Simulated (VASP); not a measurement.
Here is a VASP 6.6.1 calculation.

Contents of INCAR:

```
ALGO     = Fast           # electronic algorithm
EDIFF    = 1E-7           # SCF threshold, eV
ENCUT    = 520            # plane-wave cutoff, eV
GGA      = PE             # functional
ISIF     = 2              # what is computed and relaxed
ISMEAR   = 0              # smearing method
LASPH    = True           # aspherical terms in the spheres
LCHARG   = False          # write CHGCAR
LREAL    = False          # projectors in reciprocal space
LWAVE    = False          # write WAVECAR
NBANDS   = 11             # bands
NELM     = 100            # most SCF steps
PREC     = Accurate       # precision mode
SIGMA    = 0.016          # smearing width, eV
```

KPOINTS

```
k-points
0
Gamma
  8 8 8
```

File POSCAR:

```
BeTe
1.0
    0.0000000000      2.7700000000      2.7700000000
    2.7700000000      0.0000000000      2.7700000000
    2.7700000000      2.7700000000      0.0000000000
Te Be
1 1
Direct
    0.7500000000      0.7500000000      0.7500000000
    0.0000000000      0.0000000000      0.0000000000
```

Potentials or basis: VASP PAW PBE potentials, release 64 (Te, Be).

Command:

```sh
$ cat potpaw_PBE.64/Te/POTCAR potpaw_PBE.64/Be/POTCAR > POTCAR
$ mpirun -np 1 vasp_std > vasp.out
```

Estimate the pressure.

4.5 GPa.

What does it give for the band gap on the k mesh?

1.85 eV, indirect (least direct gap 3.56 eV).

Caveat: spin-orbit coupling is left out, which moves the levels of the heavy elements. A k mesh can miss the band edges.
